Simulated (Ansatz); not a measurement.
# Mg/AlN/Mg: conductance against the thickness of the layer

Aim: the conductance of Mg/AlN/Mg junctions as the barrier thickens. Both electrodes are Mg hcp(0001); the barrier is AlN wurtzite(0001) (whole bilayers). In the first transport cell, after relaxation, the nearest pair of electrode and barrier is Mg–N at 2.52 Å, at a slant, at the lower face and Mg–Al at 3.10 Å, at a slant, at the upper one. All share a net of side 3.16 Å, which strains the lower electrode by -0.9 % and the barrier by +1.0 %, against typed lattice constants near PBE's. The first steps treat the bulk electrodes alone.

Calculated with Ansatz 0.2.0; PBE DFT, plane waves, PAW files, in the first sound run; inputs show where later runs differ.

## (1) Set-up

Symmetry: P6_3/mmc, No. 194, hexagonal system. The conventional cell has a = 3.160 Å, b = 3.160 Å, c = 5.224 Å, α = 90.00°, β = 90.00°, γ = 120.00°. Nearest to Mg lie 12 Mg at 3.16 to 3.19 Å.

## (2) Layer spacing of the electrode

The electrode is held to the junction's net and relaxed along the normal; its spacing is used for the ideal lead layers.

Input file input.yaml:

```yaml
crystal:
  lattice:
    - [3.16, 0.0, 0.0]
    - [-1.58, 2.736640276, 0.0]
    - [0.0, 0.0, 5.2241661442]
  atoms:
    - { symbol: Mg, position: [0.0, 0.0, 0.0] }
    - { symbol: Mg, position: [0.3333333333, 0.6666666667, 0.5] }
kpoints:
  mp_grid: { grid: [12, 12, 6] }
scf:
  occupations: { method: fermi_dirac, width: 0.1 }
  max_iter: 150
hamiltonian:
  xc: pbe
relax:
  f_tol: 0.01
  max_steps: 40
  cell: { fix: [a, b, angles] }
```

Started as:

```
$ ansatz run input.yaml --threads 4 --pin off --max-ram 12288MiB --backend cpu --events-out ev --progress --plain --runs-dir out
```

Numbers of over 12 decimals in the logs are rounded to 6 here.

Log:

```text
Engine: ansatz 0.2.0, x86_64-unknown-linux-gnu
Pseudopotentials: kind: paw
Pseudopotential: Mg, paw, valence charge 10, recommended cutoff 420 eV (normal), Mg.paw.azcp
Functional definition: PBE
  parameter kappa = 0.804
  parameter beta = 0.066725
  exchange = pbe_x(kappa = kappa, mu = beta*pi^2/3)
  correlation = pbe_c(beta = beta)
Crystal: 2 atoms, lattice volume = 45.177 Å³
Basis set: ecut = 420 eV, 881 PW (Γ), exchange–correlation on 48×48×72 points (8 copies of the dense FFT grid, shifted against one another)
Bands: 14, of which v1, the nominal top of the filled ones, is band 10 counted from 1 (9 counted from 0)
Symmetry: 24 space group operations
Space group: P63/mmc (ITA 194), of the structure as read, at distance tolerance 3.6e-5 Å
k-points: 76 of 864
Non-local potential: Mg, projectors of the file, l = 0: 3, l = 1: 2, l = 2: 1
PAW form: soft (Blöchl's): semilocal exchange-correlation on the pseudo side does not see the compensation charge
PAW one-centre angular grid: Mg, 110 points (default); XC on 64 Gauss nodes
Initial density: superposition of atomic densities (neutral atoms: chi_scale 0, normalization atom), corrected by the library's trained network
Initial wavefunctions: pseudopotential atomic-orbital guess
Functional: x = pbe(κ = 0.804, μ = 0.219515), c = pbe(β = 0.066725)
SCF iter   1: F=—  HF=-3847.617008 eV  |F-HF|=—  |Δ(HF+E_count)|=         —  Δρ=7.92e-4  dr2=3.16e-4  ethr=1.77e-3  ⟨swp⟩=5.0  Hψ=5331  notcnv=0
preconditioner: auto → none  [metal: Δε(μ)=0.165 eV  Ē_g=6.986 eV  σ=0.100 eV  W_gap=0.34  n_scr=8 (ndim 8)  ℏωp=11.0 eV  f_vac=0.000  D(μ)=0.84/eV (n_scr^D=2)  sad-step TF]
SCF iter   2: F=—  HF=-3847.616636 eV  |F-HF|=—  |Δ(HF+E_count)|=   3.72e-4  Δρ=5.02e-4  dr2=1.25e-4  ethr=1.58e-6  ⟨swp⟩=2.1  Hψ=2248  notcnv=0
SCF iter   3: F=—  HF=-3847.616652 eV  |F-HF|=—  |Δ(HF+E_count)|=   1.58e-5  Δρ=2.29e-4  dr2=1.29e-5  ethr=6.25e-7  ⟨swp⟩=2.1  Hψ=1834  notcnv=0
SCF iter   4: F=—  HF=-3847.616672 eV  |F-HF|=—  |Δ(HF+E_count)|=   2.03e-5  Δρ=9.29e-5  dr2=2.02e-6  ethr=6.43e-8  ⟨swp⟩=2.9  Hψ=2080  notcnv=0
iter 5 did not close the SCF: its close was put off for the readings that it lacked (scf_convergence_deferred on its scf_iter line)
SCF iter   5: F=-3847.616670 eV  HF=-3847.616670 eV  |F-HF|=7.66e-9  |Δ(HF+E_count)|=   1.62e-6  Δρ=5.07e-6  dr2=5.23e-9  ethr=1.01e-8  ⟨swp⟩=2.0  Hψ=1705  notcnv=0
SCF iter   6: F=-3847.616670 eV  HF=-3847.616670 eV  |F-HF|=5.02e-10  |Δ(HF+E_count)|=   7.48e-9  Δρ=1.61e-6  dr2=5.51e-10  ethr=2.62e-11  ⟨swp⟩=2.0  Hψ=3765  notcnv=0
SCF 1 converged in 6 iterations: F = -3847.616670 eV  dr2 = 5.51e-10
  greatest PAW one-centre occupation: 1.000 electrons in one spin orbital (limit 2), on the Mg atom at site 1 (counted from 0), in its partial waves of l = 0
relax step   1: F+E_penalty+E_count = -3847.61667037 eV  Δ(F+E_penalty+E_count) = +0.000e0 eV  max|allowed force component| = 1.850e-17 eV/Å  Δτ_max = 0.0000 Å  P = +0.636 GPa  Ω = 45.177 Å³  fix = [a, b, alpha, beta, gamma]  reactions: a +1.260, b +1.260 GPa  (6 SCF iters, dr2 threshold 1.00e-7 eV, accepted)
Crystal: 2 atoms, lattice volume = 44.918 Å³
Initial density: handed on by an earlier stage of this run
Initial wavefunctions: those handed on with the density
iter 1 solved again at ethr=2.65e-8 eV; its pass at ethr=3.10e-3 eV (dr2=5.29e-6 eV) is discarded
SCF iter   1: F=—  HF=-3847.617269 eV  |F-HF|=—  |Δ(HF+E_count)|=         —  Δρ=9.43e-5  dr2=5.45e-6  ethr=2.65e-8  ⟨swp⟩=3.1  Hψ=8014  notcnv=0
preconditioner: auto → none  [metal: Δε(μ)=0.224 eV  Ē_g=7.007 eV  σ=0.100 eV  W_gap=0.41  n_scr=8 (ndim 8)  ℏωp=11.1 eV  f_vac=0.000  D(μ)=0.83/eV (n_scr^D=2)]
SCF iter   2: F=—  HF=-3847.617284 eV  |F-HF|=—  |Δ(HF+E_count)|=   1.50e-5  Δρ=4.31e-5  dr2=1.10e-6  ethr=2.65e-8  ⟨swp⟩=1.0  Hψ=1064  notcnv=0
SCF iter   3: F=-3847.617283 eV  HF=-3847.617283 eV  |F-HF|=3.35e-10  |Δ(HF+E_count)|=   8.97e-7  Δρ=1.95e-6  dr2=1.57e-9  ethr=1.00e-9  ⟨swp⟩=3.5  Hψ=4113  notcnv=0
SCF 2 converged in 3 iterations: F = -3847.617283 eV  dr2 = 1.57e-9
relax step   2: F+E_penalty+E_count = -3847.61728278 eV  Δ(F+E_penalty+E_count) = -6.124e-4 eV  max|allowed force component| = 1.388e-17 eV/Å  Δτ_max = 0.0000 Å  P = +0.851 GPa  Ω = 44.918 Å³  energy of the carried Pulay correction = +5.319e-6 eV  fix = [a, b, alpha, beta, gamma]  reactions: a +1.342, b +1.342 GPa  (3 SCF iters, dr2 threshold 2.00e-7 eV, accepted)
Crystal: 2 atoms, lattice volume = 44.846 Å³
iter 1 solved again at ethr=1.92e-9 eV; its pass at ethr=3.10e-3 eV (dr2=3.84e-7 eV) is discarded
SCF iter   1: F=—  HF=-3847.617298 eV  |F-HF|=—  |Δ(HF+E_count)|=         —  Δρ=2.54e-5  dr2=3.76e-7  ethr=1.92e-9  ⟨swp⟩=3.1  Hψ=8033  notcnv=0
preconditioner: auto → none  [metal: Δε(μ)=0.231 eV  Ē_g=7.013 eV  σ=0.100 eV  W_gap=0.42  n_scr=8 (ndim 8)  ℏωp=11.1 eV  f_vac=0.000  D(μ)=0.82/eV (n_scr^D=2)]
SCF iter   2: F=—  HF=-3847.617313 eV  |F-HF|=—  |Δ(HF+E_count)|=   1.53e-5  Δρ=1.18e-5  dr2=7.97e-8  ethr=1.88e-9  ⟨swp⟩=2.0  Hψ=1208  notcnv=0
SCF iter   3: F=-3847.617313 eV  HF=-3847.617313 eV  |F-HF|=3.91e-11  |Δ(HF+E_count)|=   7.38e-8  Δρ=8.06e-7  dr2=2.79e-10  ethr=2.19e-10  ⟨swp⟩=4.1  Hψ=3091  notcnv=0
SCF 3 converged in 3 iterations: F = -3847.617313 eV  dr2 = 2.79e-10
relax step   3: F+E_penalty+E_count = -3847.61731290 eV  Δ(F+E_penalty+E_count) = -3.012e-5 eV  max|allowed force component| = 7.633e-17 eV/Å  Δτ_max = 0.0000 Å  P = +0.912 GPa  Ω = 44.846 Å³  energy of the carried Pulay correction = +6.791e-6 eV  fix = [a, b, alpha, beta, gamma]  reactions: a +1.365, b +1.365 GPa  (3 SCF iters, dr2 threshold 4.38e-8 eV, accepted)
Initial wavefunctions: pseudopotential atomic-orbital guess (no wavefunctions were taken with the density)
iter 1 solved again at ethr=2.81e-8 eV; its pass at ethr=3.10e-3 eV (dr2=5.63e-6 eV) is discarded
SCF iter   1: F=—  HF=-3847.617290 eV  |F-HF|=—  |Δ(HF+E_count)|=         —  Δρ=2.50e-6  dr2=1.07e-9  ethr=2.81e-8  ⟨swp⟩=3.5  Hψ=8386  notcnv=0
SCF iter   2: F=—  HF=-3847.617305 eV  |F-HF|=—  |Δ(HF+E_count)|=   1.50e-5  Δρ=1.47e-6  dr2=1.54e-10  ethr=5.33e-12  ⟨swp⟩=3.0  Hψ=2268  notcnv=0
SCF iter   3: F=—  HF=-3847.617305 eV  |F-HF|=—  |Δ(HF+E_count)|=  2.35e-10  Δρ=5.98e-7  dr2=2.51e-11  ethr=1.00e-12  ⟨swp⟩=2.5  Hψ=1794  notcnv=0
SCF iter   4: F=-3847.617305 eV  HF=-3847.617305 eV  |F-HF|=0.00e0  |Δ(HF+E_count)|=  7.82e-11  Δρ=8.87e-8  dr2=5.08e-13  ethr=1.00e-12  ⟨swp⟩=5.0  Hψ=3877  notcnv=0
SCF 4 converged in 4 iterations: F = -3847.617305 eV  dr2 = 5.08e-13
relax step   4: F+E_penalty+E_count = -3847.61730528 eV  Δ(F+E_penalty+E_count) = +7.619e-6 eV  max|allowed force component| = 6.476e-17 eV/Å  Δτ_max = 0.0000 Å  P = +0.912 GPa  Ω = 44.846 Å³  fix = [a, b, alpha, beta, gamma]  reactions: a +1.365, b +1.365 GPa  stress off target by 4.45e-3 GPa on what of the cell is left free  SCF on the basis re-selected at this cell (its energy is not comparable with the rows above)  (4 SCF iters)
basis re-selected at this cell: Δ(F+E_penalty+E_count) = +7.619e-6 eV, ΔP = +0.000 GPa vs the last step (what re-selecting the basis moved, of the pressure what is left beyond the Pulay correction that the steps carried, after the strain that the cell walked since its last selection, with what the two solves' SCF thresholds leave and, on support functions, any second-order correction that the steps lacked; it is no m [...]
SCF converged after 4 iterations
Free energy (F): -3847.617305 eV
Harris-Foulkes:  -3847.617305 eV  (|F-HF|=0.00e0)
Internal energy: -3847.590585 eV  (E = F + TS)
E sigma→0 (E₀):  -3847.603945 eV
Entropy (-TS):   -0.026721 eV (-13.360 meV/atom)
Fermi energy:    5.827258 eV
--- Per-component energies (eV) ---
  E_band       = -710.595207
  E_kinetic    = 149.982259
  E_local      = -3222.237823  (includes V_loc(G=0)·N_el)
  E_nonlocal   = 191.374633
  E_hartree    = 1150.055635
  E_xc         = -57.016556
  E_vxc        = -73.561292  (∫ρ·V_xc dr)
  E_paw        = -584.919430  (= ΣΔE_a)
  E_vpaw       = -56.264252  (= ΣTr[D̂ρ^β])
  E_aug_tail   = -0.000007  (compensation charges beyond the density's cutoff)
  E_ewald      = -1474.829295
  E_smearing   = -0.026721  (= −TS)
  E_closure    = 0.000000  (closes the sum)
  Σ components = -3847.617305   (vs F -3847.617305, Δ=0.00e0)
--- Forces (eV/Å), atoms counted from 1 ---
  atom   1  Mg     0.00000000     0.00000000     0.00000000
  atom   2  Mg     0.00000000    -0.00000000     0.00000000
  max |Σ_I F_I| component: 0.00e0 eV/Å
--- Stress (GPa, compression-positive) ---
        1.365278       0.000000       0.000000
        0.000000       1.365278       0.000000
        0.000000       0.000000       0.004452
  P = ⅓ Tr σ = 0.9117 GPa (9.117 kbar)
--- Relaxed structure (3 steps of the walk, 3 accepted, 1 SCFs on fresh bases) ---
  F+E_penalty+E_count = -3847.61730528 eV   max|allowed force component| = 6.476e-17 eV/Å   (the final SCF, on the basis selected at the relaxed cell)
  cell:  # Å, volume = 44.8462 Å³
    - [3.160000, 0, 0.0]
    - [-1.580000, 2.736640, 0.0]
    - [0.0, 0.0, 5.185862]
  atoms:
    - { symbol: Mg, position: [9.251858539620026e-18, -5.0885221963063393e-17, 0.0] }
    - { symbol: Mg, position: [0.333333, 0.666667, 0.500000] }
```

The job ended after 2.4 s (4 threads of Intel Xeon Platinum 8488C (Sapphire Rapids), shared host; peak memory 0.41 GiB; 5.5 s of CPU time).

Relaxation path:

| step | energy less that of the first step (eV) | largest force component (eV/Å) | pressure (GPa) | volume (Å³) |
| --- | --- | --- | --- | --- |
| 1 | 0.0000 | 0.0000 | 0.64 | 45.18 |
| 2 | -0.0006 | 0.0000 | 0.85 | 44.92 |
| 3 | -0.0006 | 0.0000 | 0.91 | 44.85 |
| 4* | -0.0006 | 0.0000 | 0.91 | 44.85 |

Relaxation steps marked * repeat the geometry before them on a plane-wave basis chosen anew for their cell, so energy and pressure can jump there.

The run keeps the 24 symmetry operations that it works with, so distortions that break them were not tested.

| conventional cell, symmetrised | before | after | change |
| --- | --- | --- | --- |
| a (Å) | 3.160 | 3.160 | +0.0 % |
| b (Å) | 3.160 | 3.160 | +0.0 % |
| c (Å) | 5.224 | 5.186 | -0.7 % |
| volume (Å³/atom) | 22.59 | 22.42 | -0.7 % |

Final coordinates:

```cif
data_structure
_symmetry_space_group_name_H-M 'P 1'
_symmetry_Int_Tables_number 1
_cell_length_a 3.1600
_cell_length_b 3.1600
_cell_length_c 5.1859
_cell_angle_alpha 90.000
_cell_angle_beta 90.000
_cell_angle_gamma 120.000
_cell_volume 44.85
loop_
_atom_site_label
_atom_site_type_symbol
_atom_site_fract_x
_atom_site_fract_y
_atom_site_fract_z
_atom_site_occupancy
Mg1 Mg 0.00000 0.00000 0.00000 1
Mg2 Mg 0.33333 0.66667 0.50000 1
```

Numbers from this step:

| Property | Result |
| --- | --- |
| free energy | -3847.6173 eV |
| Fermi energy | 5.827 eV |
| pressure | 0.9117 GPa |

The cell shrank by 0.7 % in volume.

(Part 1 of 5 ends here.)

[Logs are printed without paths, hosts, clocks, repeated set-up lines and the standing remarks that a program may print on its own settings, such as how far it seeks lower states.]

[Hosts, paths, dates, database ids (printed as entryN), source tags and the programs' standing remarks are cut or masked in the printed files.]
